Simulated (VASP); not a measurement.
The system is SrO.

```xyz
2
Lattice="0.0000 2.5661 2.5661 2.5661 0.0000 2.5661 2.5661 2.5661 0.0000" Properties=species:S:1:pos:R:3 pbc="T T T"
Sr    0.0000    0.0000    0.0000
O     2.5661    2.5661    2.5661
```

Base run:

- Program: VASP 6.6.1
- Functional: r2SCAN
- Potentials or basis: VASP PAW PBE potentials, release 64 (Sr_sv, O)
- Cutoff: 520 eV
- k mesh: 8 × 8 × 8
- Occupations: gaussian, width 0.02 eV
- Spin: no spin polarisation

Its results: band gap on the k mesh 3.74 eV, indirect (least direct gap 3.82 eV).

The run is repeated on the same cell with these changes: functional from r2SCAN to PBEsol. What comes out?

Band gap on the k mesh 3.15 eV, indirect (least direct gap 3.23 eV).

r2SCAN gives the wider gap, since meta-GGAs in the generalised Kohn-Sham scheme recover part of the derivative discontinuity.
